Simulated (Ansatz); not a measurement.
A plane-wave DFT run in Ansatz 0.2.0 (scalar-relativistic PAW potentials unless the input names others): input and command.

```yaml
crystal:
  lattice:
    - [-2.51295475, 2.51295475, 2.51295475]
    - [2.51295475, -2.51295475, 2.51295475]
    - [2.51295475, 2.51295475, -2.51295475]
  atoms:
    - { symbol: Sr, position: [0.0, 0.0, 0.0] }
basis:
  ecutwfc: 420
kpoints:
  mp_grid: { grid: [12, 12, 12] }
hamiltonian:
  xc: pbesol
scf:
  occupations: { method: gaussian, width: 0.1 }
  max_iter: 3
output:
  forces: true
  eigenvalues: true
  stress: true
```

```bash
ansatz run input.yaml --threads 1 --pin off --max-ram 1331MiB --backend cpu --events-out ev --progress --plain --runs-dir out
```

Abridged log:
```
Pseudopotentials: kind: paw
Pseudopotential: Sr, paw, valence charge 10, recommended cutoff 420 eV (normal)
Functional definition: PBEsol
Crystal: 1 atom, lattice volume = 63.477 Å³
Basis set: ecut = 420 eV, 1253 PW (Γ), exchange–correlation on 60×60×60 points (8 copies of the dense FFT grid, shifted against one another)
Bands: 9, of which v1, the nominal top of the filled ones, is band 5 counted from 1 (4 counted from 0)
Symmetry: 48 space group operations
Space group: Im-3m (ITA 229), of the structure as read, at distance tolerance 4.0e-5 Å
k-points: 72 of 1728
Initial density: superposition of atomic densities (neutral atoms: chi_scale 0, normalization atom), corrected by the library's trained network
Initial wavefunctions: pseudopotential atomic-orbital guess
Functional: x = pbesol(κ = 0.804, μ = 0.12345679), c = pbesol(β = 0.046)
SCF iter   1: F=—  HF=-3492.127138 eV  |F-HF|=—  |Δ(HF+E_count)|=         —  Δρ=1.01e-3  dr2=2.32e-4  ethr=1.77e-3  ⟨swp⟩=5.4  Hψ=10587  notcnv=0
SCF iter   2: F=—  HF=-3492.127353 eV  |F-HF|=—  |Δ(HF+E_count)|=   2.15e-4  Δρ=5.67e-4  dr2=9.04e-5  ethr=2.32e-6  ⟨swp⟩=2.0  Hψ=3460  notcnv=0
SCF iter   3: F=—  HF=-3492.127429 eV  |F-HF|=—  |Δ(HF+E_count)|=   7.63e-5  Δρ=5.95e-5  dr2=3.34e-6  ethr=9.04e-7  ⟨swp⟩=2.2  Hψ=3507  notcnv=0
```

What is wrong with this input?

The fault is too few SCF iterations (scf.max_iter: not typed → 3, the first being the value of the sound run). Setting it back cures it. The log, from which this was withheld above, says: «Error: did not converge after 3 iterations: dr2 = 3.34e-6 (threshold 1.00e-7), under the density mixer `msr1`, which `scf.mixing.algorithm: auto` chose by the deck's other keys (type `scf.mixing.algorithm: msr1` to keep it); raise `scf.max_iter`, which need not help a stalled SCF, or adjust the mixing (`scf.mixing`) or, under a smearing, its width (`scf.occupations.width` …» The run stopped without converging. A reference run from the same start on usual settings converged with pressure -1.83 GPa, largest force 0.000 eV/Å, no gap on the mesh.